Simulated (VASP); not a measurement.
Si3Ge: single point with PBE

Si3Ge:

```
Si Ge
1.0
     3.75396    0.00000    0.00000
     0.00000    3.75396    0.00000
     0.00000    0.00000    5.29449
Si Ge
3 1
Cartesian
  1.8770 0.0000 3.9961
  1.8770 1.8770 0.0000
  0.0000 1.8770 1.2984
  0.0000 0.0000 2.6472
```

The cell was built by a generator and needn't be a form met in nature.

The cell isn't the ideal one: hydrostatic strain -3.5%.

- Program: VASP 6.6.1
- Task: single point
- Functional: PBE
- Potentials or basis: VASP PAW PBE potentials, release 64 (Si, Ge_d)
- Cutoff: 520 eV
- k mesh: 6 × 6 × 6
- Occupations: fermi-dirac, width 0.02 eV
- Spin: no spin polarisation

```yaml
Pressure: 13.5 GPa
Largest_force: 0.102 eV/Å
Band_gap_on_the_k_mesh: 0.15 eV, indirect (least direct gap 0.42 eV)
```

Forces in eV/Å, atoms in the order of the input:
```
Si   0.000  0.000  0.102
Si   0.000  0.000  0.000
Si   0.000  0.000 -0.102
Ge   0.000  0.000  0.000
```

Stress tensor (GPa, compression positive):
```
13.51  0.00  0.00
 0.00 13.51  0.00
 0.00  0.00 13.37
```

Levels at points of the mesh, in eV from the valence-band top:
| k point | band 10 | band 11 | band 12 | band 13 | band 14 | band 15 | band 16 | band 17 |
| --- | --- | --- | --- | --- | --- | --- | --- | --- |
| (0.00, 0.00, 0.00) | -3.24 | -0.06 | 0.00 | 0.00 | 0.42 | 0.65 | 2.58 | 2.58 |
| (0.50, 0.00, 0.00) | -4.24 | -4.17 | -1.66 | -1.41 | 2.20 | 2.65 | 4.82 | 5.02 |
| (0.50, 0.50, 0.00) | -3.26 | -3.21 | -3.21 | -3.17 | 0.15 | 0.63 | 0.63 | 0.76 |
| (0.00, 0.00, 0.50) | -2.28 | -2.28 | -2.05 | -2.05 | 0.79 | 1.13 | 3.09 | 3.23 |
| (0.50, 0.00, 0.50) | -1.54 | -1.38 | -1.33 | -1.22 | 1.33 | 1.80 | 3.17 | 3.28 |
| (0.50, 0.50, 0.50) | -4.38 | -4.37 | -4.37 | -4.26 | 4.19 | 4.40 | 4.40 | 4.53 |

It took 21 s on 1 thread of Intel(R) Xeon(R) 6975P-C (Granite Rapids) (shared host), peak memory 0.2 GiB.

A k mesh can miss the band edges.
